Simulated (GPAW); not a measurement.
The system is HfO2.

```xyz
6
Lattice="3.5580 0.0000 0.0000 0.0000 3.5580 0.0000 0.0000 0.0000 5.1719" Properties=species:S:1:pos:R:3 pbc="T T T"
Hf    0.0000    0.0000    0.0000
Hf    1.7790    1.7790    2.5859
O     0.0000    1.7790    1.0199
O     1.7790    0.0000    1.5660
O     1.7790    0.0000    4.1519
O     0.0000    1.7790    3.6059
```

Measurements of this composition are mostly on another form, of space group No. 14.

Base run:

```yaml
Program: GPAW 26.7.0
Functional: TPSS
Potentials_or_basis: GPAW PAW data sets (gpaw-data 1.2.1)
Cutoff: 800 eV
Basis: pw
k_mesh: 7 × 7 × 5
Occupations: fermi-dirac, width 0.05 eV
Spin: no spin polarisation
```

Its results: band gap on the k mesh 4.85 eV, indirect (least direct gap 4.93 eV); largest force 0.376 eV/Å.

Task: The run is repeated on the same cell with these changes: functional from TPSS to optB88-vdW. What comes out?

Result: Band gap on the k mesh 4.77 eV, indirect (least direct gap 4.84 eV); largest force 0.229 eV/Å.

Caveats: the PAW data sets were made with another functional, which shifts forces and pressure a little; spin-orbit coupling is left out, which moves the levels of the heavy elements; an odd mesh through Γ misses points on the zone boundary, where band edges often lie.

Not every run made on this cell is shown here.
